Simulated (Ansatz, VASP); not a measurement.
## One calculation of W, two programs

Contents of INCAR:

```
ALGO     = Fast           # electronic algorithm
EDIFF    = 1E-7           # SCF threshold, eV
ENCUT    = 520            # plane-wave cutoff, eV
GGA      = PS             # functional
ISIF     = 2              # what is computed and relaxed
ISMEAR   = 0              # smearing method
LASPH    = True           # aspherical terms in the spheres
LCHARG   = False          # write CHGCAR
LREAL    = False          # projectors in reciprocal space
LWAVE    = False          # write WAVECAR
NBANDS   = 13             # bands
NELM     = 60             # most SCF steps
PREC     = Accurate       # precision mode
SIGMA    = 0.15           # smearing width, eV
```

Contents of KPOINTS:

```
k-points
0
Gamma
  20 20 20
```

POSCAR

```
W
1.0
    0.0000000000      2.0300000000      2.0604500000
    2.0300000000      0.0000000000      2.0604500000
    2.0300000000      2.0300000000      0.0000000000
W
1
Direct
    0.0000000000      0.0000000000      0.0000000000
```

Input for Ansatz:

```yaml
crystal:
  lattice:
    - [0.0, 2.03, 2.06045]
    - [2.03, 0.0, 2.06045]
    - [2.03, 2.03, 0.0]
  atoms:
    - { symbol: W, position: [0.0, 0.0, 0.0] }
basis:
  ecutwfc: 420
kpoints:
  mp_grid: { grid: [20, 20, 20] }
hamiltonian:
  xc: pbesol
scf:
  occupations: { method: gaussian, width: 0.15 }
output:
  forces: true
  stress: true
  eigenvalues: true
  write_density: true
  write_potential: true
  elf: true
  volumetric_format: npy
```

Change from the starting cell: strain +0.000 along x and y, +0.015 along z, atoms carried along.

Alike in both runs: task single point; functional PBEsol; k mesh 20 × 20 × 20; occupations gaussian, width 0.15 eV; no spin polarisation.

```csv
,VASP,Ansatz
version,VASP 6.6.1,Ansatz 0.2.0
potentials or method,"VASP PAW PBE potentials, release 64 (W_sv)","scalar-relativistic, plane waves, PAW"
plane-wave cutoff (eV),520,420
valence electrons in the cell,14,14
```

Ansatz gave:

```
gap on the k mesh at the Fermi level (eV)       : none
pressure (GPa)                                  : -16.2
largest component of the traceless stress (GPa) : 3.04
```

Estimate VASP's values.

gap on the k mesh at the Fermi level (eV): none; pressure (GPa): -15.7; largest component of the traceless stress (GPa): 3.06.

A gap of «none» marks a metal or a gap that the smearing closes.

Caveats: so large a pressure means that the cell lies far from this level's equilibrium, or that cutoff or potentials fall short (VASP); the potentials were made for another functional, which shifts forces and pressure (VASP). The runs have no spin-orbit coupling, so splittings on W are missing.
